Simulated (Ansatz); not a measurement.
# Ge: molecular dynamics

Aim: heat the crystal hard, then run on and watch the hot state. Runs: 60 steps of 2.25 fs under a Langevin thermostat at 4200 K; 60 steps of 2.25 fs under a Langevin thermostat and barostat at 2940 K and 1 GPa. The start is the crystal (diamond), its volume scaled by 1.1.

Method: DFT PBE+D3(BJ), plane waves, PAW, scalar-relativistic, no spin polarisation, in Ansatz 0.2.0.

### 1 The structure to begin with

The cell holds 16 atoms (Ge16): a = 8.263 Å, b = 8.263 Å, c = 8.263 Å, α = 60.00°, β = 60.00°, γ = 60.00°.

As a file:

```
Ge
1.0
     0.00000    5.84270    5.84270
     5.84270    0.00000    5.84270
     5.84270    5.84270    0.00000
Ge
16
Direct
  0.00000 0.00000 0.00000
  0.12500 0.12500 0.12500
  0.00000 0.00000 0.50000
  0.12500 0.12500 0.62500
  0.00000 0.50000 0.00000
  0.12500 0.62500 0.12500
  0.00000 0.50000 0.50000
  0.12500 0.62500 0.62500
  0.50000 0.00000 0.00000
  0.62500 0.12500 0.12500
  0.50000 0.00000 0.50000
  0.62500 0.12500 0.62500
  0.50000 0.50000 0.00000
  0.62500 0.62500 0.12500
  0.50000 0.50000 0.50000
  0.62500 0.62500 0.62500
```

### 2 Run 1

60 steps of 2.25 fs under a Langevin thermostat at 4200 K.

File input.yaml:

```yaml
accuracy: low
crystal:
  lattice:
    - [0.0, 5.842705, 5.842705]
    - [5.842705, 0.0, 5.842705]
    - [5.842705, 5.842705, 0.0]
  atoms:
    - { symbol: Ge, position: [0.0, 0.0, 0.0] }
    - { symbol: Ge, position: [0.125, 0.125, 0.125] }
    - { symbol: Ge, position: [0.0, 0.0, 0.5] }
    - { symbol: Ge, position: [0.125, 0.125, 0.625] }
    - { symbol: Ge, position: [0.0, 0.5, 0.0] }
    - { symbol: Ge, position: [0.125, 0.625, 0.125] }
    - { symbol: Ge, position: [0.0, 0.5, 0.5] }
    - { symbol: Ge, position: [0.125, 0.625, 0.625] }
    - { symbol: Ge, position: [0.5, 0.0, 0.0] }
    - { symbol: Ge, position: [0.625, 0.125, 0.125] }
    - { symbol: Ge, position: [0.5, 0.0, 0.5] }
    - { symbol: Ge, position: [0.625, 0.125, 0.625] }
    - { symbol: Ge, position: [0.5, 0.5, 0.0] }
    - { symbol: Ge, position: [0.625, 0.625, 0.125] }
    - { symbol: Ge, position: [0.5, 0.5, 0.5] }
    - { symbol: Ge, position: [0.625, 0.625, 0.625] }
basis:
  ecutwfc: 420.0
kpoints:
  mp_grid: { grid: [2, 2, 2] }
hamiltonian:
  xc: pbe
  dispersion: d3bj
scf:
  occupations: { method: fermi_dirac, width: 0.36 }
  lower_state_search: "off"
md:
  timestep: 2.25
  n_steps: 60
  ensemble: nvt_langevin
  temperature: 4200.0
  initial_velocities: maxwell_boltzmann
  seed: 18484
  friction: 0.02
```

Run with:

```console
$ ansatz run input.yaml --threads 2 --pin off --max-ram 5120MiB --backend cpu --events-out ev --progress --plain --runs-dir out
```

Output, cut to the lines that bear on the results:

```text
Warning: md: disabling space-group detection — thermal motion breaks the input geometry's symmetry, so no spatial operation reduces the k-mesh or symmetrises the density; time reversal is kept, so that k and −k are solved as one point where they differ and the mesh holds both, and exact [...]
Warning: RAYON_NUM_THREADS=2 ignored (pool sized by the plan → 2); use --threads N
band count auto-derived: 151 (N_el = 224.0; filled up to band 112; 135 by the electrons, moments and atoms)
[...]
Pseudopotentials: kind: paw
Pseudopotential: Ge, paw, valence charge 14, recommended cutoff 420 eV (normal), Ge.paw.azcp
Functional definition: PBE
[...]
Crystal: 16 atoms, lattice volume = 398.907 Å³
Basis set: ecut = 420 eV, 7799 PW (Γ), exchange–correlation on 120×120×120 points (8 copies of the dense FFT grid, shifted against one another)
Bands: 151, of which v1, the nominal top of the filled ones, is band 112 counted from 1 (111 counted from 0)
Symmetry: 1 space group operations
k-points: 8
[...]
SCF iter   1: F=—  HF=-68723.034764 eV  |F-HF|=—  |Δ(HF+E_count)|=         —  Δρ=1.89e-3  dr2=1.10e-2  ethr=1.77e-3  ⟨swp⟩=5.0  Hψ=4089  notcnv=0
[...]
md step     0: t =     0.00 fs  T =  3937.5 K  F+E_penalty+E_count = -68723.03408138 eV  E_kin = 8.143380 eV  (7 SCF iters)
[...]
md step    12: t =    27.00 fs  T =  2020.8 K  F+E_penalty+E_count = -68718.68938371 eV  E_kin = 4.179370 eV  (5 SCF iters)
[...]
md step    24: t =    54.00 fs  T =  3206.3 K  F+E_penalty+E_count = -68718.75614090 eV  E_kin = 6.631044 eV  (6 SCF iters)
[...]
md step    36: t =    81.00 fs  T =  3130.3 K  F+E_penalty+E_count = -68718.88568832 eV  E_kin = 6.473973 eV  (6 SCF iters)
[...]
md step    59: t =   132.75 fs  T =  3287.1 K  F+E_penalty+E_count = -68716.95107858 eV  E_kin = 6.798323 eV  (5 SCF iters)
[...]
WARN: dispersion: an atom stands within reach of a switch of its C6 between two reference coordination numbers of its element: through that C6 alone, e_disp changes by 0.025 eV or more while the distances to its neighbours run over a stretch of 0.05 Å that contains this geometry (sites [...]
md step    60: t =   135.00 fs  T =  3333.4 K  F+E_penalty+E_count = -68716.88087824 eV  E_kin = 6.893915 eV  (7 SCF iters)
SCF converged after 7 iterations
Free energy (F): -68716.880878 eV
[...]
E sigma→0 (E₀):  -68715.297303 eV
Entropy (-TS):   -3.167150 eV (-197.947 meV/atom)
Fermi energy:    7.166421 eV
[...]
--- Forces (eV/Å), atoms counted from 1 ---
  atom   1  Ge    -2.34052308     0.65277059     0.53109629
  atom   2  Ge    -0.27725402     3.02709533     0.13580933
  atom   3  Ge    -0.36493921    -0.28230222     1.28535701
  atom   4  Ge    -0.79904026     0.51783451     0.11276576
  atom   5  Ge     0.32346103    -0.71794516     1.19009984
  atom   6  Ge     0.04566863     1.55511975     0.55611575
  atom   7  Ge    -4.42925639    -5.60701342    -3.60939583
  atom   8  Ge     3.83858827     5.56352383     3.98744198
[...]
--- MD trajectory: 60 steps, t = 0.0 → 135.0 fs ---
  final state: T = 3333.4 K   F+E_penalty+E_count = -68716.88087824 eV   E_kin = 6.893915 eV
```

Run time: 14 min. Hardware: 2 threads of Arm Neoverse V2, shared host; peak memory 1.3 GiB.

### 3 Frames and traces

The trajectory, every 4 steps (energies from step 0); msd is the mean square displacement from the start, the centre of mass held:

```tsv
time (fs)	T (K)	potential energy change (meV/atom)	msd Ge (Å²)
0.0	3938	0.0	0.000
9.0	3589	47.9	0.011
18.0	2604	165.8	0.036
27.0	2021	271.5	0.064
36.0	2813	259.0	0.082
45.0	3005	231.1	0.096
54.0	3206	267.4	0.110
63.0	1793	318.2	0.121
72.0	2353	301.6	0.119
81.0	3130	259.3	0.115
90.0	4324	239.4	0.116
99.0	4010	260.0	0.128
108.0	3559	307.7	0.145
117.0	3781	340.9	0.168
126.0	3775	369.9	0.191
135.0	3333	384.6	0.214
```

time (fs), T (K) and a bar:
```
      0.0       3938 #######################
      6.8       4103 #########################
     11.2       3619 ###################
     18.0       2604 ########
     22.5       2516 #######
     29.2       1933 
     36.0       2813 ##########
     40.5       3362 ################
     47.2       3185 ##############
     51.8       3414 #################
     58.5       2300 ####
     65.2       2085 ##
     69.8       2809 ##########
     76.5       2634 ########
     83.2       3582 ###################
     87.8       3903 ######################
     94.5       4028 ########################
     99.0       4010 ########################
    105.8       3779 #####################
    112.5       3222 ###############
    117.0       3781 #####################
    123.8       4560 ##############################
    128.2       3604 ###################
    135.0       3333 ################
```

Pair distribution over the second half of the run:

```tsv
r (Å)	g Ge–Ge
0.68	0.00
0.84	0.00
1.00	0.00
1.16	0.00
1.32	0.00
1.48	0.00
1.64	0.00
1.80	0.00
1.96	0.03
2.12	0.44
2.28	1.84
2.44	2.44
2.60	1.76
2.76	0.87
2.92	0.48
3.08	0.25
3.24	0.15
```

First peaks of g(r) (not always the tallest), and, where a minimum follows, the mean number of second-named atoms round a first-named one up to the next minimum:

```tsv
pair	peak (Å)	height	minimum (Å)	neighbours
Ge–Ge	2.44	2.4	-	-
```

### 4 Snapshots as a file

Extended XYZ, with forces in eV/Å:

```xyz
16
Lattice="0.000 5.843 5.843 5.843 0.000 5.843 5.843 5.843 0.000" Properties=species:S:1:pos:R:3:forces:R:3 pbc="T T T" time_fs=22.5 T=2516 dE=3.6523
Ge    0.197   -0.066    0.075   -0.573    0.123   -0.170
Ge    1.436    1.585    1.625    0.357   -0.045   -2.393
Ge    2.940    3.108    0.119   -3.178   -3.802   -3.251
Ge    4.214    4.281    1.294    2.755    4.298    2.406
Ge    2.699    0.098    2.850    2.098   -1.018    0.429
Ge    4.366    1.249    4.422    0.040    0.810   -0.115
Ge    5.590    3.015    2.654    1.190   -1.192    1.936
Ge    7.414    4.526    4.451    0.139   -1.479   -1.230
Ge   -0.048    2.675    2.963   -0.750    2.291    0.632
Ge    1.611    4.431    4.283   -2.135   -2.493    2.155
Ge    2.752    5.713    2.917    2.192    1.954   -2.013
Ge    4.258    7.269    4.326   -0.369   -0.383    0.718
Ge    2.970    2.999    5.936   -0.146   -0.733   -1.129
Ge    4.468    4.432    7.105    0.172    0.265    1.352
Ge    5.922    5.774    5.641   -1.081    1.674    1.165
Ge    7.388    7.451    7.413   -0.710   -0.269   -0.492
16
Lattice="0.000 5.843 5.843 5.843 0.000 5.843 5.843 5.843 0.000" Properties=species:S:1:pos:R:3:forces:R:3 pbc="T T T" time_fs=45.0 T=3005 dE=3.6981
Ge    0.210   -0.136   -0.047   -0.409    0.148    0.542
Ge    1.377    1.623    1.471   -0.499    0.172   -1.523
Ge    2.795    3.077   -0.016   -0.753   -1.956   -1.488
Ge    4.085    4.459    1.235    2.074    1.144    0.443
Ge    2.595    0.143    2.775    2.502   -0.518   -0.420
Ge    4.312    0.999    4.483   -0.447    1.476   -0.521
Ge    5.477    2.924    2.544    0.536   -0.654    1.272
Ge    7.443    4.667    4.386   -0.129   -2.058   -0.774
Ge   -0.051    2.707    3.028   -0.820    1.153    0.068
Ge    1.554    4.259    4.291   -0.760   -0.330   -0.255
Ge    2.869    5.750    2.857   -1.169   -0.629   -0.979
Ge    4.072    7.105    4.224    1.585    1.706    1.886
Ge    2.877    3.063    5.916    1.549   -0.325   -0.627
Ge    4.550    4.566    7.054   -0.841   -0.805    1.480
Ge    5.945    5.824    5.610   -1.076    1.976    0.796
Ge    7.525    7.564    7.450   -1.342   -0.501    0.100
16
Lattice="0.000 5.843 5.843 5.843 0.000 5.843 5.843 5.843 0.000" Properties=species:S:1:pos:R:3:forces:R:3 pbc="T T T" time_fs=67.5 T=2458 dE=5.0837
Ge   -0.067   -0.260   -0.004    2.830    0.179    0.224
Ge    1.367    1.562    1.261   -1.548    0.355    0.024
Ge    2.729    2.981   -0.151    0.638    0.078   -0.524
Ge    4.095    4.624    1.248    1.793   -4.078   -2.277
Ge    2.662    0.233    2.696    1.659   -0.595   -0.312
Ge    4.295    0.802    4.502   -1.569    2.506   -1.335
Ge    5.516    2.828    2.551   -0.131   -0.037    1.012
Ge    7.448    4.689    4.278   -1.102   -1.016    0.099
Ge    0.009    2.881    3.089   -1.812   -1.111   -1.747
Ge    1.443    4.153    4.332    0.898    1.496    0.300
Ge    3.001    5.773    2.630   -3.704    0.903    2.572
Ge    3.975    7.065    4.207    1.742    2.080    1.611
Ge    2.767    3.076    6.027    1.828    0.098   -0.866
Ge    4.435    4.704    7.063   -0.922   -1.395    1.729
Ge    5.759    5.922    5.603    0.861    1.073   -0.521
Ge    7.495    7.496    7.469   -1.460   -0.536    0.011
16
Lattice="0.000 5.843 5.843 5.843 0.000 5.843 5.843 5.843 0.000" Properties=species:S:1:pos:R:3:forces:R:3 pbc="T T T" time_fs=90.0 T=4324 dE=3.8299
Ge   -0.020   -0.367    0.121    2.041    1.480   -1.679
Ge    1.243    1.408    1.255   -0.089    0.876    0.702
Ge    2.674    2.905   -0.210    0.000    0.400   -0.168
Ge    4.290    4.383    1.272   -2.098   -2.207    0.448
Ge    2.909    0.169    2.627   -0.527    0.093    0.413
Ge    4.343    0.907    4.484   -0.358    1.796   -0.184
Ge    5.603    2.897    2.644   -0.611    0.129    2.058
Ge    7.264    4.626    4.092   -0.562   -0.476    0.293
Ge   -0.189    2.989    3.055   -0.652   -0.632   -1.177
Ge    1.403    4.152    4.439    0.711    0.476   -0.281
Ge    2.845    5.776    2.548    0.141   -1.265    1.870
Ge    4.017    7.126    4.251   -1.229    1.851   -1.389
Ge    2.749    3.080    6.218    0.153   -1.083   -1.081
Ge    4.302    4.638    7.093    1.288   -0.411    0.411
Ge    5.564    6.140    5.506    2.505   -1.490    1.665
Ge    7.284    7.392    7.651   -0.713    0.462   -1.903
16
Lattice="0.000 5.843 5.843 5.843 0.000 5.843 5.843 5.843 0.000" Properties=species:S:1:pos:R:3:forces:R:3 pbc="T T T" time_fs=112.5 T=3222 dE=5.2949
Ge    0.052   -0.256    0.060   -1.547   -1.309   -1.115
Ge    1.140    1.214    1.327    1.181    2.648    1.530
Ge    2.627    2.748   -0.285   -0.708    0.944    0.903
Ge    4.494    4.012    1.401   -2.839    1.459   -2.371
Ge    3.001    0.106    2.538   -1.707    0.998    1.718
Ge    4.358    0.995    4.420   -0.275    1.417    0.079
Ge    5.815    2.997    2.818   -0.447   -1.824    2.418
Ge    7.129    4.464    3.991    1.053    1.502    1.635
Ge   -0.525    3.128    2.915    1.365   -1.257    0.603
Ge    1.273    4.094    4.485    0.731   -0.217   -0.677
Ge    2.623    5.561    2.665    1.483   -1.661    1.356
Ge    3.966    7.267    4.146   -0.544   -0.215   -1.484
Ge    2.779    3.206    6.365   -2.596   -3.113   -2.155
Ge    4.284    4.532    7.188    3.285    1.598   -1.088
Ge    5.499    6.224    5.545    1.781   -1.377    1.162
Ge    7.175    7.254    7.744   -0.215    0.405   -2.516
16
Lattice="0.000 5.843 5.843 5.843 0.000 5.843 5.843 5.843 0.000" Properties=species:S:1:pos:R:3:forces:R:3 pbc="T T T" time_fs=135.0 T=3333 dE=6.1532
Ge   -0.081   -0.190    0.152   -2.341    0.653    0.531
Ge    1.215    1.170    1.428   -0.277    3.027    0.136
Ge    2.707    2.930   -0.377   -0.365   -0.282    1.285
Ge    4.474    3.805    1.302   -0.799    0.518    0.113
Ge    2.982    0.204    2.520    0.324   -0.718    1.190
Ge    4.195    0.987    4.479    0.046    1.555    0.556
Ge    6.084    3.139    3.046   -4.429   -5.607   -3.609
Ge    7.209    4.446    4.084    3.839    5.564    3.987
Ge   -0.592    3.355    2.957    1.942   -2.420    2.073
Ge    0.957    4.192    4.690    2.324   -1.638   -1.766
Ge    2.582    5.237    2.854    0.726   -0.191    0.452
Ge    3.991    7.369    4.005    0.123   -1.282   -0.228
Ge    2.685    3.174    6.352   -1.405   -1.927   -1.295
Ge    4.380    4.502    7.167    0.242    2.358   -2.535
Ge    5.669    6.208    5.692    0.289   -0.282   -0.149
Ge    7.235    7.085    7.653   -0.238    0.673   -0.742
```

On run 1: Against a set 4200 K the second half averages 3565 K with a spread of 567 K (in equilibrium 16 atoms would scatter by about 857 K, over a far longer run); 304 meV/atom has gone into potential energy, and a thermostat that acts over some 50 fs has not made it up in 135 fs. Counted from the crystal's sites, with the common drift removed, the atoms stand 0.45 Å away over the last tenth of the run (root mean square), 18 % of the neighbour distance: near the range, 10 to 20 % and a little above, in which crystals usually melt.

### 5 Run 2

60 steps of 2.25 fs under a Langevin thermostat and barostat at 2940 K and 1 GPa, starting from the last frame of an earlier run, with new velocities.

File input.yaml:

```yaml
accuracy: low
crystal:
  lattice:
    - [0.0, 5.842705, 5.842705]
    - [5.842705, 0.0, 5.842705]
    - [5.842705, 5.842705, 0.0]
  atoms:
    - { symbol: Ge, position: [0.0036739, 0.02235878, -0.03618925] }
    - { symbol: Ge, position: [0.1183382, 0.12602891, 0.08196656] }
    - { symbol: Ge, position: [-0.01312286, -0.05140403, 0.51462504] }
    - { symbol: Ge, position: [0.05416312, 0.1687436, 0.59706632] }
    - { symbol: Ge, position: [-0.02210243, 0.45335919, 0.05700886] }
    - { symbol: Ge, position: [0.10882532, 0.65776259, 0.06017154] }
    - { symbol: Ge, position: [0.008615, 0.51270278, 0.52866993] }
    - { symbol: Ge, position: [0.1130726, 0.58592012, 0.64786359] }
    - { symbol: Ge, position: [0.59081311, -0.08471818, -0.01659494] }
    - { symbol: Ge, position: [0.67816096, 0.12447891, 0.03938347] }
    - { symbol: Ge, position: [0.47145037, 0.01708442, 0.42487397] }
    - { symbol: Ge, position: [0.63187175, 0.05362315, 0.62937906] }
    - { symbol: Ge, position: [0.58540041, 0.50179241, -0.04216237] }
    - { symbol: Ge, position: [0.62378599, 0.60286721, 0.14671782] }
    - { symbol: Ge, position: [0.53324374, 0.44105017, 0.52929068] }
    - { symbol: Ge, position: [0.64208454, 0.66770527, 0.57059789] }
basis:
  ecutwfc: 420.0
kpoints:
  mp_grid: { grid: [2, 2, 2] }
hamiltonian:
  xc: pbe
  dispersion: d3bj
scf:
  occupations: { method: fermi_dirac, width: 0.36 }
  lower_state_search: "off"
md:
  timestep: 2.25
  n_steps: 60
  ensemble: npt_langevin
  temperature: 2940.0
  initial_velocities: maxwell_boltzmann
  seed: 114214
  friction: 0.01
  pressure: 1.0
  fix_cell: [shape]
```

Run with:

```console
$ ansatz run input.yaml --threads 2 --pin off --max-ram 5120MiB --backend cpu --events-out ev --progress --plain --runs-dir out
```

Output, cut to the lines that bear on the results:

```text
Warning: md: disabling space-group detection — thermal motion breaks the input geometry's symmetry, so no spatial operation reduces the k-mesh or symmetrises the density; time reversal is kept, so that k and −k are solved as one point where they differ and the mesh holds both, and exact [...]
Warning: RAYON_NUM_THREADS=2 ignored (pool sized by the plan → 2); use --threads N
band count auto-derived: 151 (N_el = 224.0; filled up to band 112; 135 by the electrons, moments and atoms)
[...]
Pseudopotentials: kind: paw
Pseudopotential: Ge, paw, valence charge 14, recommended cutoff 420 eV (normal), Ge.paw.azcp
Functional definition: PBE
[...]
Crystal: 16 atoms, lattice volume = 398.907 Å³
Basis set: ecut = 420 eV (smoothed over ±3.0 %; plane waves to 437.0 eV, density to 1747.9 eV), 8363 PW (Γ), exchange–correlation on 120×120×120 points (8 copies of the dense FFT grid, shifted against one another)
Bands: 151, of which v1, the nominal top of the filled ones, is band 112 counted from 1 (111 counted from 0)
Symmetry: 1 space group operations
k-points: 8
[...]
SCF iter   1: F=—  HF=-68716.897662 eV  |F-HF|=—  |Δ(HF+E_count)|=         —  Δρ=2.81e-3  dr2=9.14e-2  ethr=1.77e-3  ⟨swp⟩=5.8  Hψ=4233  notcnv=0
[...]
WARN: dispersion: an atom stands within reach of a switch of its C6 between two reference coordination numbers of its element: through that C6 alone, e_disp changes by 0.025 eV or more while the distances to its neighbours run over a stretch of 0.05 Å that contains this geometry (sites [...]
md step     0: t =     0.00 fs  T =  2756.3 K  F+E_penalty+E_count = -68716.88064309 eV  E_kin = 5.700366 eV  conserved = -68710.20773627 eV  P_inst = 6.0430 GPa  V = 398.9072 Å³  selection 1  (8 SCF iters)
[...]
md step     1: t =     2.25 fs  T =  2731.5 K  F+E_penalty+E_count = -68716.83467234 eV  E_kin = 5.649106 eV  conserved = -68710.20607186 eV  P_inst = 6.0446 GPa  V = 398.8815 Å³  selection 1  (7 SCF iters)
[...]
SCF iter   7: F=-68716.857234 eV  HF=-68716.857234 eV  |F-HF|=9.60e-10  |Δ(HF+E_count)|=   1.52e-8  Δρ=7.93e-7  dr2=3.29e-9  ethr=7.14e-12  ⟨swp⟩=4.0  Hψ=3359  notcnv=0
[...]
```

### 6 The log goes on: dynamics from the last frame of the run before

Output, continued, cut to the lines that bear on the results:

```text
WARN: dispersion: an atom stands within reach of a switch of its C6 between two reference coordination numbers of its element: through that C6 alone, e_disp changes by 0.025 eV or more while the distances to its neighbours run over a stretch of 0.05 Å that contains this geometry (sites [...]
md step     2: t =     4.50 fs  T =  2574.7 K  F+E_penalty+E_count = -68716.85723375 eV  E_kin = 5.324977 eV  conserved = -68710.20549532 eV  P_inst = 5.9057 GPa  V = 398.7869 Å³  selection 1  (7 SCF iters)
[...]
md step     8: t =    18.00 fs  T =  3295.5 K  F+E_penalty+E_count = -68718.44965373 eV  E_kin = 6.815629 eV  conserved = -68710.21330955 eV  P_inst = 4.3199 GPa  V = 399.0157 Å³  selection 1  (5 SCF iters)
[...]
md step    14: t =    31.50 fs  T =  3331.0 K  F+E_penalty+E_count = -68718.86288754 eV  E_kin = 6.889057 eV  conserved = -68710.21153716 eV  P_inst = 3.5396 GPa  V = 400.3481 Å³  selection 1  (5 SCF iters)
[...]
  atom   1  Ge     0.81018948    -1.08601116     1.10562771
  atom   2  Ge     1.00328655    -0.63973844    -0.81123177
  atom   3  Ge     0.23023811     0.72999331     0.81149827
  atom   4  Ge     0.06679360     0.31071012     0.18032479
  atom   5  Ge    -0.73384532    -0.26833980    -0.69508318
  atom   6  Ge     0.24141337     1.13027910    -0.05626015
  atom   7  Ge     0.01511418    -0.29741047    -0.39959131
  atom   8  Ge     0.90243683     0.25740941    -0.99206257
[...]
--- Stress (GPa, compression-positive) ---
        1.124805      -0.961287       0.084602
       -0.961287       1.414068       0.899751
        0.084602       0.899751       0.008036
  P = ⅓ Tr σ = 0.8490 GPa (8.490 kbar)
--- MD trajectory: 60 steps, t = 0.0 → 135.0 fs ---
  final state: T = 2093.1 K   F+E_penalty+E_count = -68717.32805482 eV   E_kin = 4.328846 eV
  conserved energy: peak-to-peak 8.848e-3 eV (5.530e-4 eV/atom) over 135.0 fs
  cell: V = 405.0005 Å³ at the end; means of 61 rows, the approach among them: V = 403.4949 Å³, P_inst = 2.8404 GPa
  mean static stress (GPa): xx 1.2704  yy 1.2503  zz 1.7193  yz -0.5891  xz 1.5061  xy 0.6065
  the result is of one more SCF, on plane waves selected at the last cell: its energy does not rank with the rows'
```

Wall time 15 min (2 threads of Arm Neoverse V2, shared host); peak memory 1.4 GiB.

[end of part 1 of 2]
